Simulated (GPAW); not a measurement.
# ZnS (Wurtzite-2H) (P6_3mc) in GPAW: settings compared

One crystal, ZnS (Wurtzite-2H), is run at these levels: PBE, vdW-DF, vdW-DF-cx; tasks: one-shot levels of the hybrid HSE06, equation of state, band structure.

Everything below comes from runs of GPAW 26.7.0. Logs are shortened: lines on timing, memory, paths and dates and some standing lists are left out, and cuts for length are marked. The log counts tension as positive stress, the text compression.

**Experimental background.**

A printed reference work, monograph reports, for a bulk crystal of ZnS at 4 K: band gap 3.911 eV (direct).

The runs below are set against these values where they give the same quantity.

### Step 1. The structure

The structure is hexagonal, space group P6_3mc (No. 186). The conventional cell has a = 3.811 Å, b = 3.811 Å, c = 6.234 Å, α = 90.00°, β = 90.00°, γ = 120.00°. Around Zn (site symmetry 3m) lie 4 S at 2.31 to 2.40 Å. Around S (site symmetry 3m) lie 4 Zn at 2.31 to 2.40 Å.

### Step 2. One-shot levels of the hybrid HSE06, PBE

File run.py:

```python
import numpy as np
from ase import Atoms
from ase.dft.bandgap import bandgap
from ase.io import write
from ase.units import GPa
from gpaw import GPAW, PW
from gpaw.hybrids import NonSelfConsistentHybridXCCalculator
from gpaw.hybrids.energy import non_self_consistent_energy

atoms = Atoms(['Zn', 'Zn', 'S', 'S'],
              cell=[[3.811, 0.0, 0.0],
                    [-1.9055, 3.3004228138, 0.0],
                    [0.0, 0.0, 6.234]],
              scaled_positions=[[0.6666666667, 0.3333333333, 0.5],
                                [0.3333333333, 0.6666666667, 0.0],
                                [0.6666666667, 0.3333333333, 0.885],
                                [0.3333333333, 0.6666666667, 0.385]],
              pbc=True)

calc = GPAW(mode=PW(500),
            xc='PBE',
            kpts={'size': (5, 5, 3), 'gamma': True},
            occupations={'name': 'fermi-dirac', 'width': 0.05},
            nbands=33,
            convergence={'density': 1e-05, 'energy': 1e-05, 'bands': 29, 'eigenstates': 1e-07},
            maxiter=150,
            txt='gpaw.txt')
atoms.calc = calc
energy = atoms.get_potential_energy()
forces = atoms.get_forces()
stress = atoms.get_stress()
calc.write('gs.gpw')
write('result.traj', atoms)
print(f'Energy: {energy:.6f} eV')
print('Forces (eV/A):')
print(forces.round(4))
print('Stress (GPa):', (stress / GPa).round(3))
print('Fermi level:', round(calc.get_fermi_level(), 4), 'eV')
print(f'Gap: {bandgap(calc)[0]:.4f} eV, direct: {bandgap(calc, direct=True)[0]:.4f} eV')

for xc in ['HSE06', 'HSE03', 'YS-PBE0']:
    e = non_self_consistent_energy(calc, xc).sum()
    print(f'{xc} energy on these orbitals: {e:.6f} eV')
    nsc = NonSelfConsistentHybridXCCalculator.from_dft_calculation(
        calc.dft, xc, log=f'levels-{xc}.txt')
    dft_skn, hyb_skn = nsc.calculate(calc.dft.ibzwfs, 0, 29)
    np.savetxt(f'levels-{xc}.dat', hyb_skn.reshape((-1, hyb_skn.shape[-1])), fmt='%.4f')
```

Potentials or basis: GPAW PAW data sets (gpaw-data 1.2.1), pw.

Started as:

```console
$ OMP_NUM_THREADS=1 python run.py
```

gpaw.txt:

```text
__  _  _
 | _ |_)|_||  |
 |__||  | ||/\| - 26.7.0

Input parameters:
  mode=PW(ecut=500.0),
  convergence={'density': 1e-05, 'energy': 1e-05, 'bands': 29, 'eigenstates': 1e-07},
  kpts=MonkhorstPack(size=(5, 5, 3), gamma=True),
  maxiter=150,
  nbands=33,
  occupations=Occupations(name='fermi-dirac', width=0.05),
  xc=XC(name='PBE')

Diagonalizing LCAO Hamiltonian
Converting LCAO to pw mode

            S

            Zn
        S

        Zn

Atoms  # Å, Bohr magnetons
|   | symbol |         x |        y |        z |    initial magnetic moments |
|---|--------|-----------|----------|----------|-----------------------------|
| 0 |     Zn |  1.905500 | 1.100141 | 3.117000 | ( 0.0000,  0.0000,  0.0000) |
| 1 |     Zn | -0.000000 | 2.200282 | 0.000000 | ( 0.0000,  0.0000,  0.0000) |
| 2 |      S |  1.905500 | 1.100141 | 5.517090 | ( 0.0000,  0.0000,  0.0000) |
| 3 |      S | -0.000000 | 2.200282 | 2.400090 | ( 0.0000,  0.0000,  0.0000) |

Unit cell  # Å
| periodic |         x |        y |        z |  lengths |     angles |
|----------|-----------|----------|----------|----------|------------|
|      yes |  3.811000 | 0.000000 | 0.000000 | 3.811000 |  90.000000 |
|      yes | -1.905500 | 3.300423 | 0.000000 | 3.811000 |  90.000000 |
|      yes |  0.000000 | 0.000000 | 6.234000 | 6.234000 | 120.000000 |

Number of symmetries: 6
Symmetry operations  # r_c * U_cc + t_c -> r_c
|   | kind |            matrix            |
|---|------|------------------------------|
| 0 |  σ   |  1, 1, 0,  0,-1, 0,  0, 0, 1 |
| 1 |  E   |  1, 0, 0,  0, 1, 0,  0, 0, 1 |
| 2 |  C3  |  0, 1, 0, -1,-1, 0,  0, 0, 1 |
| 3 |  σ   |  0,-1, 0, -1, 0, 0,  0, 0, 1 |
| 4 |  σ   | -1, 0, 0,  1, 1, 0,  0, 0, 1 |
| 5 |  C3  | -1,-1, 0,  1, 0, 0,  0, 0, 1 |

BZ-sampling:
  Number of BZ points: 75
  Number of IBZ points: 12

  Monkhorst-Pack size: [5, 5, 3]
  Monkhorst-Pack shift: [0, 0, 0]

K-points  # in reciprocal-cell coordinates
|     |                                coordinates |     weight |
|-----|--------------------------------------------|------------|
|   0 | (  0.00000000,   0.00000000,   0.00000000) | 0.01333333 |
|   1 | (  0.00000000,   0.00000000,   0.33333333) | 0.02666667 |
|   2 | (  0.20000000,   0.00000000,  -0.33333333) | 0.08000000 |
|   3 | (  0.20000000,   0.00000000,   0.00000000) | 0.08000000 |
|   4 | (  0.20000000,   0.00000000,   0.33333333) | 0.08000000 |
|   5 | (  0.40000000,  -0.20000000,   0.00000000) | 0.08000000 |
|   6 | (  0.40000000,  -0.20000000,   0.33333333) | 0.16000000 |
|   7 | (  0.40000000,   0.00000000,  -0.33333333) | 0.08000000 |
|   8 | (  0.40000000,   0.00000000,   0.00000000) | 0.08000000 |
|   9 | (  0.40000000,   0.00000000,   0.33333333) | 0.08000000 |
| ... |                                            |            |
|  11 | (  0.40000000,   0.40000000,   0.33333333) | 0.16000000 |

Plane wave coefficients: 2005
Cutoff: 500.0 eV

Spin-components: 1 (collinear spins)
Bands:           33
Projectors:      22
Spin-degeneracy: 2
Datatype:        complex128

Parallelization:
  kpt:    1
  domain: 1
  band:   1

Density:
  Valence electrons: 36.0
  Components: 1
  Grid points: [20 20 35]
  Charge: 0.0  # |e|

Potential:
  Grid points: [20 20 35]

species:
  Zn:
    name:    Zinc
    Z:       30.0
    valence: 12
    core:    18
    charge:  0.0  # [|e|]
    compensation charges:
      type: gauss
      rc: 0.37  # [Å]
      lmax: 2
    cutoffs:
      filter: 2.14  # [Å]
      core: 2.28  # [Å]
    projectors
    | kind |    occ | energy [eV] | rcut [Å] |
    |------|--------|-------------|----------|
    |   4s |  2.000 |      -5.977 |    1.286 |
    |   4p |  0.000 |      -1.117 |    1.270 |
    |   3d | 10.000 |     -10.142 |    1.180 |
    |    s |        |      21.234 |    1.286 |
    |    p |        |      26.095 |    1.270 |
    |    d |        |      17.070 |    1.180 |

    Using partial waves for Zn as LCAO basis

  S:
    name:    Sulfur
    Z:       16.0
    valence: 6
    core:    10
    charge:  0.0  # [|e|]
    compensation charges:
      type: gauss
      rc: 0.24  # [Å]
      lmax: 2
    cutoffs:
      filter: 1.77  # [Å]
      core: 1.66  # [Å]
    projectors
    | kind |    occ | energy [eV] | rcut [Å] |
    |------|--------|-------------|----------|
    |   3s |  2.000 |     -17.254 |    0.974 |
    |   3p |  4.000 |      -7.008 |    0.979 |
    |    s |        |       9.957 |    0.974 |
    |    p |        |      20.203 |    0.979 |
    |    d |        |       0.000 |    0.900 |

    Using partial waves for S as LCAO basis

Reference energy: -119437.893101  # eV

eigensolver:
  PPCG
  Converge bands: 29
  niter=2

density mixing:
  MSR1-Mixer
  Pratt-step length: 0.05
  Maximum mixing coefficient: 0.75
  Old densities: 10
  SVD Regularization: 0.005
  Good broyden scale: 1.0
  Trust region scale: 1.0
  Backstep threshold: 4.0
  History deletion threshold: 6.0
  Fourier metric: weight=20.0, sigma=0.015

occupation numbers:
  Fermi-Dirac:
    width: 0.0500  # eV

poisson solver:
  ecut: 4000.0  # eV

xc functional:
  name: PBE with 2 nearest neighbor stencil

convergence criteria:
- Maximum integral of absolute [dens]ity change: 1e-05 electrons / valence electron
- Maximum [total energy] change in last 3 cyles: 1e-05 eV / valence electron
- Maximum integral of absolute [eigenst]ate change: 1e-07 eV^2 / valence electron
maximum number of iterations: 150

SCF iterations
|iter     | |      energy | eigst |  dens |
|---------|-|-------------|-------|-------|
|iter:   1| |  -14.506837 | +1.96 |       |
|iter:   2| |  -14.350421 | +0.20 | -1.18 |
|iter:   3| |  -13.770488 | -0.78 | -1.23 |
|iter:   4| |  -13.775159 | -1.91 | -1.81 |
|iter:   5| |  -13.777809 | -2.95 | -2.26 |
|iter:   6| |  -13.777901 | -3.90 | -3.33 |
|iter:   7| |  -13.777918c| -5.00 | -3.62 |
|iter:   8| |  -13.777924c| -5.88 | -3.94 |
|iter:   9| |  -13.777924c| -7.08c| -4.65 |
|iter:  10| |  -13.777924c| -7.53c| -5.14c|

Converged in 10 steps
Energy contributions relative to reference atoms: (reference = -119437.893101)

Energy contributions:
  Kinetic:          23.368888
  Coulomb:         -19.621828
  Zero:              0.053974
  External:          0.000000
  Xc:              -17.578959
  Entropy:          -0.000000
  Spinorbit:         0.000000
  ----------------------------
  Free energy:     -13.777924
  Extrapolated:    -13.777924

dipole moment: (-0.000001, 0.000001, -7.469153)  # |e|*Ang

Fermi level: 4.816
Eigenvalues  # (at kpt = [0.000, 0.000, 0.000])
| band index |      eig [eV] | occ [0-2] |
|------------|---------------|-----------|
|          0 |        -9.368 |     2.000 |
|        ... |               |           |
|         10 |        -1.970 |     2.000 |
|         11 |        -1.812 |     2.000 |
|         12 |        -1.336 |     2.000 |
|         13 |         2.967 |     2.000 |
|         14 |         2.967 |     2.000 |
|         15 |         3.813 |     2.000 |
[... 8 lines left out ...]
|         24 |        11.404 |     0.000 |
|         25 |        13.121 |     0.000 |
|        ... |               |           |
|         32 |        17.426 |     0.000 |

Gap: 2.242 eV
Transition (v -> c):
  (s=0, k=0, n=17, [0.00, 0.00, 0.00]) -> (s=0, k=0, n=18, [0.00, 0.00, 0.00])
No difference between direct/indirect transitions

Forces  # eV/Ang
|        x |        y |        z |
|----------|----------|----------|
| -0.00000 |  0.00000 |  0.33201 |  # Zn   0
|  0.00000 |  0.00000 |  0.33203 |  # Zn   1
|  0.00000 |  0.00000 | -0.33204 |  # S    2
| -0.00000 | -0.00000 | -0.33222 |  # S    3

Stress tensor  # eV/Ang^3
|         x |         y |         z |
|-----------|-----------|-----------|
| -0.018756 |  0.000000 |  0.000000 |
|  0.000000 | -0.018756 |  0.000000 |
|  0.000000 |  0.000000 | -0.004903 |

# Writing to gs.gpw (mode='')
```

levels-HSE06.txt:

```text
IBZ(<points: 12, symmetries: 6>)
Occupied bands: 18
Calculating eigenvalues:
  k-points: 12
  Bands: 0-28 (inclusive)
HSE06-eigenvalue shifts:
  min: -2.833 eV
  ave: -1.068 eV
  max: 0.848 eV
```

It took 7.5 min on 1 thread of AMD EPYC 9R45 (Zen 5), shared host; peak memory 0.8 GiB.

What came out:

| Property | Result |
| --- | --- |
| Free energy | -13.7779 eV |
| Pressure | 2.3 GPa |
| Largest force | 0.332 eV/Å |
| Band gap on the k mesh | 2.24 eV, direct |
| Band gap of the one-shot hybrid | 3.38 eV |
| Direct band gap of the one-shot hybrid | 3.38 eV |

Forces in eV/Å, atoms in the order of the input:
```
Zn   0.000  0.000  0.332
Zn   0.000  0.000  0.332
S    0.000  0.000 -0.332
S    0.000  0.000 -0.332
```

Band gaps from one-shot exact exchange on these states (eV): hse06 3.38, hse03 3.44, ys_pbe0 4.00

Caveat: the k mesh is coarse; the cutoff is short for stress and forces, so pressures can be off by a GPa or more; energy and the plain gap are those of the semilocal run; the hybrids' values are one shot on its orbitals and mesh.

### Step 3. Equation of state, vdW-DF

File run.py:

```python
from ase.eos import EquationOfState
from ase.io import Trajectory
from ase.spacegroup import crystal
from ase.units import GPa
from gpaw import GPAW, PW

# Zn 2b
# S 2b
atoms = crystal(['Zn', 'S'],
                basis=[[0.6666666667, 0.3333333333, 0.5],
                       [0.6666666667, 0.3333333333, 0.885]],
                spacegroup=186, setting=1,  # P6_3mc
                cellpar=[3.811, 3.811, 6.234, 90.0, 90.0, 120.0],
                primitive_cell=True)

traj = Trajectory('eos.traj', 'w')
volumes, energies = [], []
for x in [0.94, 0.96, 0.98, 1.0, 1.02, 1.04, 1.06]:
    a = atoms.copy()
    a.set_cell(atoms.cell * x**(1 / 3), scale_atoms=True)
    calc = GPAW(mode=PW(600),
                xc={'name': 'vdW-DF', 'backend': 'libvdwxc'},
                kpts={'size': (6, 6, 3), 'gamma': True},
                occupations={'name': 'fermi-dirac', 'width': 0.05},
                nbands=31,
                convergence={'density': 1e-05, 'energy': 1e-05},
                maxiter=150,
                txt=f'eos-{x:.2f}.txt')
    a.calc = calc
    energies.append(a.get_potential_energy(force_consistent=True))
    volumes.append(a.get_volume())
    calc.write(f'eos-{x:.2f}.gpw')
    traj.write(a)
    print(f'{x:.2f} {volumes[-1]:10.4f} A^3 {energies[-1]:14.6f} eV', flush=True)

v0, e0, B = EquationOfState(volumes, energies, eos='birchmurnaghan').fit()
print(f'V0 = {v0:.4f} A^3, E0 = {e0:.6f} eV, B0 = {B / GPa:.2f} GPa')
```

Potentials or basis: GPAW PAW data sets (gpaw-data 1.2.1), pw.

Started as:

```console
$ OMP_NUM_THREADS=1 python run.py
```

Standard output:

```text
__  _  _
 | _ |_)|_||  |
 |__||  | ||/\| - 26.7.0

Input parameters:
  mode=PW(ecut=600.0),
  convergence={'density': 1e-05, 'energy': 1e-05},
  kpts=MonkhorstPack(size=(6, 6, 3), gamma=True),
  maxiter=150,
  nbands=31,
  occupations=Occupations(name='fermi-dirac', width=0.05),
  xc=XC(name='vdW-DF', backend='libvdwxc')

Diagonalizing LCAO Hamiltonian
Converting LCAO to pw mode

           S

           Zn
        S

        Zn

Atoms  # Å, Bohr magnetons
|   | symbol |         x |        y |        z |    initial magnetic moments |
|---|--------|-----------|----------|----------|-----------------------------|
| 0 |     Zn |  1.866601 | 1.077683 | 3.053370 | ( 0.0000,  0.0000,  0.0000) |
| 1 |     Zn | -0.000000 | 2.155366 | 0.000000 | ( 0.0000,  0.0000,  0.0000) |
| 2 |      S |  1.866601 | 1.077683 | 5.404465 | ( 0.0000,  0.0000,  0.0000) |
| 3 |      S | -0.000000 | 2.155366 | 2.351095 | ( 0.0000,  0.0000,  0.0000) |

Unit cell  # Å
| periodic |         x |        y |        z |  lengths |     angles |
|----------|-----------|----------|----------|----------|------------|
|      yes |  3.733203 | 0.000000 | 0.000000 | 3.733203 |  90.000000 |
|      yes | -1.866601 | 3.233048 | 0.000000 | 3.733203 |  90.000000 |
|      yes |  0.000000 | 0.000000 | 6.106740 | 6.106740 | 120.000000 |

Number of symmetries: 6
Symmetry operations  # r_c * U_cc + t_c -> r_c
|   | kind |            matrix            |
|---|------|------------------------------|
| 0 |  σ   |  1, 1, 0,  0,-1, 0,  0, 0, 1 |
| 1 |  E   |  1, 0, 0,  0, 1, 0,  0, 0, 1 |
| 2 |  C3  |  0, 1, 0, -1,-1, 0,  0, 0, 1 |
| 3 |  σ   |  0,-1, 0, -1, 0, 0,  0, 0, 1 |
| 4 |  σ   | -1, 0, 0,  1, 1, 0,  0, 0, 1 |
| 5 |  C3  | -1,-1, 0,  1, 0, 0,  0, 0, 1 |

BZ-sampling:
  Number of BZ points: 108
  Number of IBZ points: 17

  Monkhorst-Pack size: [6, 6, 3]
  Monkhorst-Pack shift: [0.08333333333333333, 0.08333333333333333, 0.0]

K-points  # in reciprocal-cell coordinates
|     |                                coordinates |     weight |
|-----|--------------------------------------------|------------|
|   0 | (  0.00000000,   0.00000000,   0.00000000) | 0.00925926 |
|   1 | (  0.00000000,   0.00000000,   0.33333333) | 0.01851852 |
|   2 | (  0.16666667,   0.00000000,  -0.33333333) | 0.05555556 |
|   3 | (  0.16666667,   0.00000000,   0.00000000) | 0.05555556 |
|   4 | (  0.16666667,   0.00000000,   0.33333333) | 0.05555556 |
|   5 | (  0.33333333,  -0.16666667,   0.00000000) | 0.05555556 |
|   6 | (  0.33333333,  -0.16666667,   0.33333333) | 0.11111111 |
|   7 | (  0.33333333,   0.00000000,  -0.33333333) | 0.05555556 |
|   8 | (  0.33333333,   0.00000000,   0.00000000) | 0.05555556 |
|   9 | (  0.33333333,   0.00000000,   0.33333333) | 0.05555556 |
| ... |                                            |            |
|  16 | (  0.50000000,   0.50000000,   0.33333333) | 0.05555556 |

Plane wave coefficients: 2491
Cutoff: 600.0 eV

Spin-components: 1 (collinear spins)
Bands:           31
Projectors:      22
Spin-degeneracy: 2
Datatype:        complex128

Parallelization:
  kpt:    1
  domain: 1
  band:   1

Density:
  Valence electrons: 36.0
  Components: 1
  Grid points: [24 24 35]
  Charge: 0.0  # |e|

Potential:
  Grid points: [24 24 35]

species:
  Zn:
    name:    Zinc
    Z:       30.0
    valence: 12
    core:    18
    charge:  0.0  # [|e|]
    compensation charges:
      type: gauss
      rc: 0.37  # [Å]
      lmax: 2
    cutoffs:
      filter: 2.14  # [Å]
      core: 2.28  # [Å]
    projectors
    | kind |    occ | energy [eV] | rcut [Å] |
    |------|--------|-------------|----------|
    |   4s |  2.000 |      -5.896 |    1.286 |
    |   4p |  0.000 |      -1.089 |    1.270 |
    |   3d | 10.000 |     -10.079 |    1.180 |
    |    s |        |      21.315 |    1.286 |
    |    p |        |      26.122 |    1.270 |
    |    d |        |      17.133 |    1.180 |

    Using partial waves for Zn as LCAO basis

  S:
    name:    Sulfur
    Z:       16.0
    valence: 6
    core:    10
    charge:  0.0  # [|e|]
    compensation charges:
      type: gauss
      rc: 0.24  # [Å]
      lmax: 2
    cutoffs:
      filter: 1.77  # [Å]
      core: 1.66  # [Å]
    projectors
    | kind |    occ | energy [eV] | rcut [Å] |
    |------|--------|-------------|----------|
    |   3s |  2.000 |     -17.230 |    0.974 |
    |   3p |  4.000 |      -6.978 |    0.979 |
    |    s |        |       9.981 |    0.974 |
    |    p |        |      20.234 |    0.979 |
    |    d |        |       0.000 |    0.900 |

    Using partial waves for S as LCAO basis

Reference energy: -119451.774830  # eV

eigensolver:
  PPCG
  Converge bands: occupied
  niter=2

density mixing:
  MSR1-Mixer
  Pratt-step length: 0.05
  Maximum mixing coefficient: 0.75
  Old densities: 10
  SVD Regularization: 0.005
  Good broyden scale: 1.0
  Trust region scale: 1.0
  Backstep threshold: 4.0
  History deletion threshold: 6.0
  Fourier metric: weight=20.0, sigma=0.015

occupation numbers:
  Fermi-Dirac:
    width: 0.0500  # eV

poisson solver:
  ecut: 4800.0  # eV

xc functional:
  name: vdW-DF with libvdwxc
  Mode: serial
  Semilocal: GGA_X_PBE_R+LDA_C_PW with 2 nearest neighbor stencil
  Local blocksize: 48 x 48 x 70
  PAW datasets: revPBE

convergence criteria:
[... 6 lines left out ...]
|iter     | |      energy | eigst |  dens |
|---------|-|-------------|-------|-------|
|iter:   1| | -110.996802 | +0.05 |       |
|iter:   2| | -110.824884 | -1.54 | -1.16 |
|iter:   3| | -110.183296 | -1.00 | -1.20 |
|iter:   4| | -110.191061 | -2.49 | -1.83 |
|iter:   5| | -110.194757 | -3.28 | -2.21 |
|iter:   6| | -110.194333 | -3.69 | -2.72 |
|iter:   7| | -110.194370 | -4.86 | -3.61 |
|iter:   8| | -110.194384c| -5.95 | -3.88 |
|iter:   9| | -110.194384c| -6.85 | -4.34 |
|iter:  10| | -110.194384c| -7.86c| -5.23c|

Converged in 10 steps
Energy contributions relative to reference atoms: (reference = -119451.774830)

Energy contributions:
  Kinetic:          52.488767
  Coulomb:         -44.397880
  Zero:             -0.136593
  External:          0.000000
  Xc:             -118.148678
  Entropy:          -0.000000
  Spinorbit:         0.000000
  ----------------------------
  Free energy:    -110.194384
  Extrapolated:   -110.194384

dipole moment: (-0.000000, 0.000001, -7.120470)  # |e|*Ang

Fermi level: 5.503
Eigenvalues  # (at kpt = [0.000, 0.000, 0.000])
| band index |      eig [eV] | occ [0-2] |
|------------|---------------|-----------|
|          0 |        -9.010 |     2.000 |
|        ... |               |           |
|         10 |        -1.590 |     2.000 |
|         11 |        -1.413 |     2.000 |
|         12 |        -0.911 |     2.000 |
|         13 |         3.618 |     2.000 |
|         14 |         3.618 |     2.000 |
|         15 |         4.515 |     2.000 |
[... 8 lines left out ...]
|         24 |        12.294 |     0.000 |
|         25 |        14.330 |     0.000 |
|        ... |               |           |
|         30 |        16.973 |     0.000 |

Gap: 2.757 eV
Transition (v -> c):
  (s=0, k=0, n=17, [0.00, 0.00, 0.00]) -> (s=0, k=0, n=18, [0.00, 0.00, 0.00])
No difference between direct/indirect transitions
# Writing to eos-0.94.gpw (mode='')
```

stdout:

```text
0.94    73.7061 A^3    -110.194384 eV
0.96    75.2743 A^3    -110.317895 eV
0.98    76.8425 A^3    -110.419665 eV
1.00    78.4107 A^3    -110.501934 eV
1.02    79.9789 A^3    -110.566837 eV
1.04    81.5471 A^3    -110.616011 eV
1.06    83.1153 A^3    -110.650662 eV
<dir> UserWarning: The minimum volume of your fit is not in your volumes.  You may not have a minimum in your dataset!
  warnings.warn(
V0 = 87.0003 A^3, E0 = -110.684111 eV, B0 = 56.65 GPa
```

Wall time 1.7 min (1 thread of AMD EPYC 9R45 (Zen 5), shared host); peak memory 0.42 GiB.

Results:

```yaml
Equilibrium_volume: "21.75 Å³/atom (rough: see the caveat)"
Bulk_modulus_at_fixed_shape_and_positions: 57 GPa (rough)
```

Energy against volume, from the lowest point:
| volume (Å³/atom) | energy (meV/atom) |
| --- | --- |
| 18.427 | 114.07 |
| 18.819 | 83.19 |
| 19.211 | 57.75 |
| 19.603 | 37.18 |
| 19.995 | 20.96 |
| 20.387 | 8.66 |
| 20.779 | 0.00 |

Caveat: the minimum lies outside the volumes run; the cell was scaled at fixed shape and fractional positions, which overstates the stiffness of a crystal with free parameters, most of all of layers and chains; the PAW data sets were made with another functional, which shifts forces and pressure a little.

(Continued in part 2 of 2.)
